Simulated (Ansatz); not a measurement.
In doubt: masses and optical values from hybrid runs of this build are listed as unsure, which bears on the screening that GW takes from such a start.

Rows from a G0W0 calculation on MgO (Fm-3m) (Ansatz 0.2.0; G0W0 on HSE06, plane waves, PAW; PAW set soft_1; 8×8×8 mesh, 41 empty bands, screening to 100 eV, PAW set soft_1 files), in eV. Spin-orbit coupling is left out.

```
row      Σx     Σc     Vxc     Z
  A   -9.71  -3.47  -14.17  0.87
  B  -26.47   3.93  -22.17  0.82
  C   -3.68  -4.35   -8.92  0.86
```

Question: Which rows are filled states and which are empty ones, and how can one tell?

Filled: B. Empty: A and C. The sign of Σc tells: for a filled state bare exchange, which holds its interaction with itself, lies below Vxc (Σx − Vxc is -4.3 eV or lower here) and screening gives part back as a positive Σc. For an empty state Σx lies above Vxc (+4.5 eV or more) and the Coulomb hole leaves Σc negative.

[Paths, hosts, dates, memory and timing lines, banners, echoed tables and standing remarks are left out of the program output.]

[Logs are printed without paths, hosts, clocks, repeated set-up lines and the standing remarks that a program may print on its own settings, such as how far it seeks lower states.]

[Runs of the session that timed out or met a known fault of the program may be left out.]

[Cells called generated may have been cut or substituted from an entry of the Crystallography Open Database or the Materials Project.]

[Hosts, paths, dates, database ids (printed as entryN), source tags and the programs' standing remarks are cut or masked in the printed files.]
